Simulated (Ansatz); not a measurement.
Runs of Ansatz 0.2.0 on MnS. The structure is cubic, space group F-43m (No. 216). Conventional cell: a = 4.947 Å, b = 4.947 Å, c = 4.947 Å, α = 90.00°, β = 90.00°, γ = 90.00°. Around Mn (site symmetry -43m) lie 4 S at 2.14 Å. S (site symmetry -43m) has 4 Mn at 2.14 Å as nearest neighbours. The cell is a database's computed one.

| task | level | spin | U | fixed moment (μB) | cell | k mesh | cutoff (eV) | smearing | gap on the mesh (eV) | pressure (GPa) | moment (μB) |
| --- | --- | --- | --- | --- | --- | --- | --- | --- | --- | --- | --- |
| relaxation of cell and atoms | PBEsol | collinear, ferromagnetic start | - | - | relaxed | 9 × 9 × 9 | - | fermi-dirac 0.05 eV | - | 0.0 | 0.22 |
| single point | PBE | collinear, ferromagnetic start | - | - | as given | 9 × 9 × 9 | 344 | gaussian 0.013 eV | none | 2.9 | 0.22 |
| single point | PBE | collinear, ferromagnetic start | - | - | as given | 9 × 9 × 9 | 344 | gaussian 0.014 eV | none | 2.9 | 0.22 |
| single point | PBE | collinear, ferromagnetic start | - | - | as given | 9 × 9 × 9 | 344 | gaussian 0.011 eV | none | 2.9 | 0.22 |
| single point | PBE | collinear, ferromagnetic start | - | - | as given | 9 × 9 × 9 | 344 | gaussian 0.03 eV | none | 2.9 | 0.23 |
| phonons | PBE | collinear, ferromagnetic start | - | - | as given | 7 × 7 × 7 | 371 | fermi-dirac 0.05 eV | none | - | (a) |

Alike in all rows: potentials or basis all-electron LAPW, scalar-relativistic; basis error allowed 0.001 eV/atom.

**Question.** Estimate the missing entries.

**Answer.** (a) 0.26.

Caveats: the moment fell far below its start of 4 μB, so a state of higher moment may lie lower in energy; the starting moments weren't kept (some runs); semilocal functionals often make such compounds metallic where correlation or magnetic order opens a gap, which also shifts bond lengths (some runs); the k mesh is thin for a metal, which can move the energy by tens of meV per atom (some runs); a metal's response needs a denser mesh (some runs); the program listed the state as in doubt (some runs).

A gap of «none» marks a metal or a gap under the smearing width.
